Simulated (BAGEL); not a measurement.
# HF/STO-3G (density fitting with cc-pvqz-jkfit) run of C4H10O (tert-butanol)

Aim: the energy change on altering one bond length of C4H10O (tert-butanol) at HF/STO-3G (density fitting with cc-pvqz-jkfit), from 2 runs. 

The results are computed with BAGEL 1.2.2.

3 further runs of the same task are left out: 1 that didn't finish, 2 set aside as unsound or not needed.

## Step 1: Starting point

C4H10O has 15 atoms, charge 0, and is taken as a singlet. SMILES: `CC(C)(C)O`. The coordinates come from a PBE0-D4/def2-TZVP relaxation. This is one conformer, not always the lowest.

Bond lengths: C1–C2 1.523 Å, C2–C3 1.517 Å, C2–C4 1.523 Å, C2–O5 1.427 Å, C1–H6 1.092 Å, C1–H7 1.095 Å, C1–H8 1.093 Å, C3–H9 1.092 Å, C3–H10 1.092 Å, C3–H11 1.092 Å, C4–H12 1.093 Å, C4–H13 1.092 Å, C4–H14 1.095 Å, O5–H15 0.961 Å. Some angles: C1–C2–C3 110.7°, C1–C2–C4 110.7°, C1–C2–O5 109.7°, C3–C2–C4 110.7°, C3–C2–O5 105.2°, C4–C2–O5 109.7°, C2–C1–H6 110.2°, C2–C1–H7 110.7°, C2–C1–H8 111.3°, C2–C3–H9 110.2°.

## Step 2: The energy at HF/STO-3G (density fitting with cc-pvqz-jkfit)

Input file hf.json:

```json
{ "bagel": [

{
  "title": "molecule",
  "basis": "sto-3g",
  "df_basis": "cc-pvqz-jkfit",
  "angstrom": true,
  "geometry": [
    { "atom": "C", "xyz": [      -1.254380,       0.485460,       0.515850 ] },
    { "atom": "C", "xyz": [       0.134150,       0.198260,      -0.039330 ] },
    { "atom": "C", "xyz": [       1.035780,      -0.375180,       1.037960 ] },
    { "atom": "C", "xyz": [       0.052220,      -0.744500,      -1.232350 ] },
    { "atom": "O", "xyz": [       0.755610,       1.419980,      -0.434420 ] },
    { "atom": "H", "xyz": [      -1.189120,       1.187530,       1.349430 ] },
    { "atom": "H", "xyz": [      -1.895670,       0.925380,      -0.254460 ] },
    { "atom": "H", "xyz": [      -1.737860,      -0.429160,       0.867740 ] },
    { "atom": "H", "xyz": [       1.114270,       0.322200,       1.874210 ] },
    { "atom": "H", "xyz": [       2.037640,      -0.545880,       0.639260 ] },
    { "atom": "H", "xyz": [       0.641020,      -1.323090,       1.409060 ] },
    { "atom": "H", "xyz": [      -0.380770,      -1.706820,      -0.948470 ] },
    { "atom": "H", "xyz": [       1.048330,      -0.918860,      -1.643920 ] },
    { "atom": "H", "xyz": [      -0.575280,      -0.317090,      -2.020820 ] },
    { "atom": "H", "xyz": [       0.214050,       1.821750,      -1.119730 ] }
  ]
},

{
  "title": "hf"
},

{
  "title": "print",
  "file": "orbitals.molden",
  "orbitals": true
}

]}
```

The run is started by

```sh
BAGEL_NUM_THREADS=1 BAGEL hf.json > hf.out
```

Log:

```text
* using 1 threads per process

  ===============================================================
  ===============================================================

  *** Geometry ***

  { "atom" : "C", "xyz" : [     -2.370435,      0.917386,      0.974815 ] },
  { "atom" : "C", "xyz" : [      0.253507,      0.374657,     -0.074323 ] },
  { "atom" : "C", "xyz" : [      1.957341,     -0.708987,      1.961460 ] },
  { "atom" : "C", "xyz" : [      0.098681,     -1.406901,     -2.328804 ] },
  { "atom" : "O", "xyz" : [      1.427896,      2.683373,     -0.820935 ] },
  { "atom" : "H", "xyz" : [     -2.247111,      2.244106,      2.550053 ] },
  { "atom" : "H", "xyz" : [     -3.582297,      1.748715,     -0.480860 ] },
  { "atom" : "H", "xyz" : [     -3.284079,     -0.810995,      1.639791 ] },
  { "atom" : "H", "xyz" : [      2.105665,      0.608870,      3.541744 ] },
  { "atom" : "H", "xyz" : [      3.850582,     -1.031564,      1.208026 ] },
  { "atom" : "H", "xyz" : [      1.211352,     -2.500278,      2.662737 ] },
  { "atom" : "H", "xyz" : [     -0.719551,     -3.225422,     -1.792349 ] },
  { "atom" : "H", "xyz" : [      1.981057,     -1.736394,     -3.106559 ] },
  { "atom" : "H", "xyz" : [     -1.087122,     -0.599213,     -3.818796 ] },
  { "atom" : "H", "xyz" : [      0.404496,      3.442609,     -2.115983 ] },

  Number of auxiliary basis functions:     1040

  Since a DF basis is specified, we compute 2- and 3-index integrals:
    o Being stored without compression. Storage requirement is 0.010 GB

  Number of basis functions:       35
  Number of electrons      :       42

    * METHOD: MOLECULE                             1.13

  *** RHF ***

  === Nuclear Repulsion ===
   200.2763159855

      * DIIS with orbital gradients will be used.

  === RHF iteration (sto-3g) ===
      0       -229.22149951          0.01311890           0.07
      1       -229.29026837          0.00339737           0.08
      2       -229.29461953          0.00070973           0.08
      3       -229.29492271          0.00006051           0.08
      4       -229.29492492          0.00001430           0.07
      5       -229.29492507          0.00000276           0.08
      6       -229.29492507          0.00000063           0.08
      7       -229.29492507          0.00000016           0.08
      8       -229.29492507          0.00000002           0.08
      9       -229.29492507          0.00000001           0.08
    * SCF iteration converged.

    * Permanent dipole moment:
           (    0.471492,     0.232665,     0.187535) a.u.

    * METHOD: HF                                   0.95

    * METHOD: PRINT                                0.00

  ===============================================================
```

Wall time 2.2 s (1 thread of Arm Neoverse V2, shared host); peak memory 0.11 GiB.

## Step 3: The distorted shape

Input file hf.json:

```json
{ "bagel": [

{
  "title": "molecule",
  "basis": "sto-3g",
  "df_basis": "cc-pvqz-jkfit",
  "angstrom": "true",
  "geometry": [
    { "atom": "C", "xyz": [   -1.158184,    0.419470,    0.631400 ] },
    { "atom": "C", "xyz": [    0.230346,    0.132270,    0.076220 ] },
    { "atom": "C", "xyz": [    1.131976,   -0.441170,    1.153510 ] },
    { "atom": "C", "xyz": [    0.148416,   -0.810490,   -1.116800 ] },
    { "atom": "O", "xyz": [    0.851806,    1.353990,   -0.318870 ] },
    { "atom": "H", "xyz": [   -1.092924,    1.121540,    1.464980 ] },
    { "atom": "H", "xyz": [   -1.895670,    0.925380,   -0.254460 ] },
    { "atom": "H", "xyz": [   -1.641664,   -0.495150,    0.983290 ] },
    { "atom": "H", "xyz": [    1.210466,    0.256210,    1.989760 ] },
    { "atom": "H", "xyz": [    2.133836,   -0.611870,    0.754810 ] },
    { "atom": "H", "xyz": [    0.737216,   -1.389080,    1.524610 ] },
    { "atom": "H", "xyz": [   -0.284574,   -1.772810,   -0.832920 ] },
    { "atom": "H", "xyz": [    1.144526,   -0.984850,   -1.528370 ] },
    { "atom": "H", "xyz": [   -0.479084,   -0.383080,   -1.905270 ] },
    { "atom": "H", "xyz": [    0.310246,    1.755760,   -1.004180 ] }
  ]
},
{
  "title": "hf"
},
{
  "title": "print",
  "file": "orbitals.molden",
  "orbitals": "true"
}

]}
```

The run is started by

```sh
BAGEL_NUM_THREADS=1 BAGEL hf.json > hf.out
```

Log:

```text
* using 1 threads per process

  ===============================================================
  ===============================================================

  *** Geometry ***

  { "atom" : "C", "xyz" : [     -2.188651,      0.792683,      1.193173 ] },
  { "atom" : "C", "xyz" : [      0.435291,      0.249954,      0.144035 ] },
  { "atom" : "C", "xyz" : [      2.139125,     -0.833690,      2.179818 ] },
  { "atom" : "C", "xyz" : [      0.280466,     -1.531604,     -2.110446 ] },
  { "atom" : "O", "xyz" : [      1.609680,      2.558670,     -0.602577 ] },
  { "atom" : "H", "xyz" : [     -2.065327,      2.119403,      2.768411 ] },
  { "atom" : "H", "xyz" : [     -3.582297,      1.748715,     -0.480860 ] },
  { "atom" : "H", "xyz" : [     -3.102295,     -0.935698,      1.858149 ] },
  { "atom" : "H", "xyz" : [      2.287449,      0.484167,      3.760101 ] },
  { "atom" : "H", "xyz" : [      4.032366,     -1.156267,      1.426384 ] },
  { "atom" : "H", "xyz" : [      1.393136,     -2.624981,      2.881095 ] },
  { "atom" : "H", "xyz" : [     -0.537767,     -3.350125,     -1.573991 ] },
  { "atom" : "H", "xyz" : [      2.162841,     -1.861097,     -2.888201 ] },
  { "atom" : "H", "xyz" : [     -0.905338,     -0.723916,     -3.600438 ] },
  { "atom" : "H", "xyz" : [      0.586280,      3.317906,     -1.897625 ] },

  Number of auxiliary basis functions:     1040

  Since a DF basis is specified, we compute 2- and 3-index integrals:
    o Being stored without compression. Storage requirement is 0.010 GB

  Number of basis functions:       35
  Number of electrons      :       42

    * METHOD: MOLECULE                             1.15

  *** RHF ***

  === Nuclear Repulsion ===
   199.6387711143

      * DIIS with orbital gradients will be used.

  === RHF iteration (sto-3g) ===
      0       -229.20052473          0.01325582           0.08
      1       -229.27056066          0.00348511           0.08
      2       -229.27513012          0.00073236           0.08
      3       -229.27545083          0.00006106           0.08
      4       -229.27545309          0.00001441           0.08
      5       -229.27545324          0.00000257           0.08
      6       -229.27545324          0.00000062           0.08
      7       -229.27545324          0.00000016           0.08
      8       -229.27545324          0.00000002           0.08
      9       -229.27545324          0.00000001           0.08
    * SCF iteration converged.

    * Permanent dipole moment:
           (    0.448985,     0.245021,     0.169693) a.u.

    * METHOD: HF                                   1.00

    * METHOD: PRINT                                0.00

  ===============================================================
```

It took 2.3 s on 1 thread of Arm Neoverse V2, shared host; peak memory 0.11 GiB.

## Step 4: Summary of results

At HF/STO-3G (density fitting with cc-pvqz-jkfit):

```
                                                         quantity          value
                                        first shape: total energy  -229.29493 Eh
                                       first shape: dipole moment         1.42 D
                                         first shape: HOMO energy       -9.24 eV
                                         first shape: LUMO energy       14.64 eV
                                       first shape: HOMO–LUMO gap       23.88 eV
                                    distorted shape: total energy  -229.27545 Eh
                                   distorted shape: dipole moment         1.37 D
                                     distorted shape: HOMO energy       -9.24 eV
                                     distorted shape: LUMO energy       14.25 eV
                                   distorted shape: HOMO–LUMO gap       23.49 eV
energy change with the C1–H7 bond stretched from 1.095 to 1.259 Å       0.530 eV
```

**Reading.** With the C1–H7 bond stretched from 1.095 to 1.259 Å the energy rises by 0.53 eV (51.1 kJ/mol). The first shape isn't relaxed at this level, so the change isn't measured from a minimum. The minimal basis adds a large error of its own.
